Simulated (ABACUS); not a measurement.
A run of ABACUS 3.10.1 is set up as follows.

INPUT

```
INPUT_PARAMETERS
suffix              Sb
calculation         scf
basis_type          pw
pseudo_dir          ./
symmetry            1
dft_functional      pbe
ecutwfc             81
pseudo_rcut         7
nspin               1
nbands              12
ks_solver           dav
smearing_method     fd
smearing_sigma      0.00367493
scf_thr             1e-08
scf_nmax            100
mixing_type         broyden
mixing_beta         0.7
cal_force           1
cal_stress          1
kpar                4
```

File STRU:

```
ATOMIC_SPECIES
Sb 121.7600 Sb.upf

LATTICE_CONSTANT
1.8897261246

LATTICE_VECTORS
-1.8339140686 1.9087677040 1.8339140686
1.9087677040 -1.8339140686 1.8339140686
1.7590604331 1.7590604331 -1.7590604331

ATOMIC_POSITIONS
Direct

Sb
0.0
1
0.0000000000 0.0000000000 0.0000000000 1 1 1
```

The input KPT:

```
K_POINTS
0
Gamma
7 7 7 0 0 0
```

Potentials or basis: PseudoDojo NC SR 0.4.1 PBE standard, plane waves.

Run with:

```sh
$ OMP_NUM_THREADS=1 mpirun -np 4 abacus > log
```

Task: Estimate the band gap on the k mesh.

Result: None (metal or under the smearing width).

Task: Predict the pressure.

Result: 7.7 GPa.

Stress tensor (GPa, compression positive):
```
 7.75 -1.09  1.09
-1.09  7.75  1.09
 1.09  1.09  7.75
```

Spin-orbit coupling is left out, which matters for the levels of Sb.
